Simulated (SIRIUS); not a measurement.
## TiAl: equation of state with PBE

Crystal: TiAl.

```xyz
2
Lattice="2.8673 0.0000 0.0000 -1.4336 2.4831 0.0000 0.0000 0.0000 4.6781" Properties=species:S:1:pos:R:3 pbc="T T T"
Ti    0.0000    0.0000    0.0000
Al    0.0000    1.6554    2.3390
```

The cell comes from a database or a generator and needn't be the stable form of this composition.

```
Program                                     : SIRIUS 7.12.0
Task                                        : equation of state
Functional                                  : PBE
Potentials or basis                         : all-electron FP-LAPW
Cutoff                                      : 183 eV
Basis                                       : apw+lo standard
k mesh                                      : 11 × 11 × 6
Occupations                                 : fermi-dirac, width 0.05 eV
Spin                                        : no spin polarisation
Muffin tin radii                            : Al 2.29, Ti 2.4 bohr
Basis cutoff (gk_cutoff)                    : 3.67 1/bohr
Cutoff of density and potential (pw_cutoff) : 20 1/bohr
lmax of the basis                           : 10
lmax of density and potential               : 8
Valence relativity                          : iora
Core states                                 : Al 1s, Ti 1s2s2p
Local orbitals (radial functions)           : Al 12, Ti 13
Smallest sphere radius times basis cutoff   : 8.4
```

```json
{
  "Equilibrium volume": "16.69 Å³/atom",
  "Bulk modulus at fixed shape and positions": "105 GPa",
  "Pressure derivative of the bulk modulus": "3.8"
}
```

Energy against volume, from the lowest point:
| volume (Å³/atom) | energy (meV/atom) |
| --- | --- |
| 15.654 | 23.35 |
| 15.987 | 10.38 |
| 16.320 | 2.73 |
| 16.653 | 0.00 |
| 16.986 | 1.66 |
| 17.320 | 7.33 |
| 17.653 | 16.69 |

All runs of the series together: 6.2 min on 1 thread of Arm Neoverse V2, on a shared host.

Caveat: the cell was scaled at fixed shape and fractional positions, which overstates the stiffness of a crystal with free parameters, most of all of layers and chains.
